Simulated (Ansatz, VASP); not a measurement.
**Two plane-wave programs on MgO**

```xyz
4
Lattice="3.5355 0.0000 0.0000 -1.7677 3.0618 0.0000 0.0000 0.0000 4.0970" Properties=species:S:1:pos:R:3 pbc="T T T"
Mg    1.7677    0.9219    3.0727
Mg    0.0000    2.1399    1.0242
O     1.7677    1.0933    1.0242
O     0.0000    1.9685    3.0727
```

Change from the starting cell: mode 5 frozen in at -0.098 Å, strain +e along z and -e/2 along x and y -0.0233.

Alike in both runs: task single point; functional PBEsol; k mesh 9 × 9 × 6; occupations gaussian, width 0.05 eV; no spin polarisation.

|  | VASP | Ansatz |
| --- | --- | --- |
| version | VASP 6.6.1 | Ansatz 0.2.0 |
| potentials or method | VASP PAW PBE potentials, release 64 (Mg, O) | scalar-relativistic, plane waves, PAW |
| plane-wave cutoff (eV) | 520 | 520 |
| valence electrons in the cell | 16 | 32 |

|  | VASP | Ansatz | Ansatz less VASP |
| --- | --- | --- | --- |
| gap on the k mesh at the Fermi level (eV) | 3.25 | 3.26 | +0.009 |
| least direct gap on the mesh (eV) | 3.25 | 3.26 | +0.009 |
| pressure (GPa) | 0.2 | 0.6 | +0.42 |
| largest component of the traceless stress (GPa) | 4.93 | 4.95 | +0.023 |
| rms of the force components (eV/Å) | 0.372 | 0.367 | -0.0047 |

Atom by atom the forces differ by 0.005 eV/Å (rms over components). The two sets of potentials don't hold the same shells in valence. Ansatz warned: «pseudo_functional_mismatch».

Caveats: the PAW data sets were made with another functional, which shifts forces and pressure a little (VASP).
